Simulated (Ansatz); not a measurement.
A surface is cut from this relaxed crystal of SiMo$_{3}$:

```xyz
8
Lattice="4.8616 0.0000 0.0000 0.0000 4.8616 0.0000 0.0000 0.0000 4.8616" Properties=species:S:1:pos:R:3 pbc="T T T"
Si    0.0000    0.0000    0.0000
Si    2.4308    2.4308    2.4308
Mo    1.2154    0.0000    2.4308
Mo    2.4308    3.6462    0.0000
Mo    3.6462    0.0000    2.4308
Mo    2.4308    1.2154    0.0000
Mo    0.0000    2.4308    3.6462
Mo    0.0000    2.4308    1.2154
```

Miller indices refer to the conventional cell of Pm-3n (No. 223), a = 4.862 Å, b = 4.862 Å, c = 4.862 Å, α = 90.00°, β = 90.00°, γ = 90.00°.

The (100) slab of 12 planes, 13.4 Å thick with 15 Å of vacuum as cut; outer planes SiMo2 (top) and Mo (bottom).

Level of theory: Ansatz 0.2.0, DFT PBEsol, scalar-relativistic, plane waves, PAW. Settings: cutoff 420 eV, Γ-centred mesh 7×7×1 on the computed 24-atom cell, Gaussian smearing of 0.10 eV; no spin polarisation. The cell repeats along c with a dipole correction in the vacuum.

With the atoms at the bulk's places:

- Surface energy (mean of both faces): 3.27 J/m²
- Work function: 4.73 eV (top), 4.01 eV (bottom)
- Dipole of the slab along +c, per cell: -0.09 e·Å

(1) What changes when all atoms relax within this surface cell and its symmetry?

## Answers

(1) The energy falls by 0.300 J/m² a face, and the largest move is 0.20 Å.

```yaml
Surface_energy_mean_of_both_faces: 2.97 J/m²
Work_function: 4.68 eV (top), 4.10 eV (bottom)
Dipole_of_the_slab_along_+c_per_cell: -0.07 e·Å
```

```
plane (bottom to top) atoms spacing to next, bulk (Å) relaxed (Å) change (%) rumpling (Å)
                    1     Mo                      1.215        1.052       -13.5         0.000
                    2  SiMo2                      1.215        1.234        +1.6         0.182
                    3     Mo                      1.215        1.189        -2.2         0.000
                    4  SiMo2                      1.215        1.273        +4.8         0.016
                    5     Mo                      1.215        1.160        -4.5         0.000
                    6  SiMo2                      1.215        1.246        +2.5         0.016
                    7     Mo                      1.215        1.169        -3.8         0.000
                    8  SiMo2                      1.215        1.335        +9.8         0.019
                    9     Mo                      1.215        1.065       -12.4         0.000
                   10  SiMo2                      1.215        1.454       +19.7         0.014
                   11     Mo                      1.215        0.863       -29.0         0.000
                   12  SiMo2                                                             0.124
```